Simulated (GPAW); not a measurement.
Here is a GPAW 26.7.0 calculation.

File run.py:

```python
from ase.dft.bandgap import bandgap
from ase.io import read, write
from ase.units import GPa
from gpaw import GPAW, PW

atoms = read('SnTe.xyz')

calc = GPAW(mode=PW(450),
            xc='PBE',
            kpts={'size': (6, 6, 6), 'gamma': True},
            occupations={'name': 'fermi-dirac', 'width': 0.05},
            nbands=19,
            maxiter=120,
            txt='gpaw.txt')
atoms.calc = calc
energy = atoms.get_potential_energy()
forces = atoms.get_forces()
stress = atoms.get_stress()
calc.write('gs.gpw')
write('result.traj', atoms)
print(f'Energy: {energy:.6f} eV')
print('Forces (eV/A):')
print(forces.round(4))
print('Stress (GPa):', (stress / GPa).round(3))
print('Fermi level:', round(calc.get_fermi_level(), 4), 'eV')
print(f'Gap: {bandgap(calc)[0]:.4f} eV, direct: {bandgap(calc, direct=True)[0]:.4f} eV')
```

The input SnTe.xyz:

```xyz
2
Lattice="0.0000000000 3.1508500000 3.1508500000 3.1508500000 0.0000000000 3.1508500000 3.1508500000 3.1508500000 0.0000000000" Properties=species:S:1:pos:R:3 pbc="T T T"
Te     3.1508500000      3.1508500000      3.1508500000
Sn     0.0000000000      0.0000000000      0.0000000000
```

Potentials or basis: GPAW PAW data sets (gpaw-data 1.2.1), pw.

Launch:

```console
$ OMP_NUM_THREADS=1 python run.py
```

**Question.** Estimate the pressure.

**Answer.** 1.2 GPa.

**Question.** What does it give for the band gap on the k mesh?

**Answer.** 0.11 eV, direct.

Caveat: the cutoff is short for stress and forces, so pressures can be off by a GPa or more; spin-orbit coupling is left out, which moves the levels of the heavy elements.

**Experimental background.**

A printed reference work, textbook reports, for a bulk crystal of SnTe at 300 K: band gap 0.18 eV (direct).

Measured gap of SnTe: 0.18 eV (direct; 300 K; a printed reference work, textbook). This calculation gives 0.11 eV (-0.07 eV). Spin-orbit coupling on Sn, Te is left out. The value is that of PBE on a finite k mesh, which can miss the band edges, without temperature or zero-point motion. Semilocal functionals fall short of measured gaps as a rule.
